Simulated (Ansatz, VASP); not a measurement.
Mg in VASP and in Ansatz

```
Mg
1.0
     0.00000    2.25933    2.25933
     2.25933    0.00000    2.25933
     2.25933    2.25933    0.00000
Mg
1
Direct
  0.00000 0.00000 0.00000
```

Alike in both runs: functional PBE; k mesh 16 × 16 × 16; occupations gaussian, width 0.1 eV; no spin polarisation.

Ansatz relaxed the structure, and its values are those at the end. VASP's run is a single point on that final structure, the one shown.

```csv
,VASP,Ansatz
version,VASP 6.6.1,Ansatz 0.2.0
potentials or method,"VASP PAW PBE potentials, release 64 (Mg)","scalar-relativistic, plane waves, PAW"
plane-wave cutoff (eV),520,420
valence electrons in the cell,2,10
```

|  | VASP | Ansatz | Ansatz less VASP |
| --- | --- | --- | --- |
| gap on the k mesh at the Fermi level (eV) | none | none | - |
| pressure (GPa) | 0.0 | 0.1 | +0.12 |

A gap of «none» marks a metal or a gap that the smearing closes. The two sets of potentials don't hold the same shells in valence.
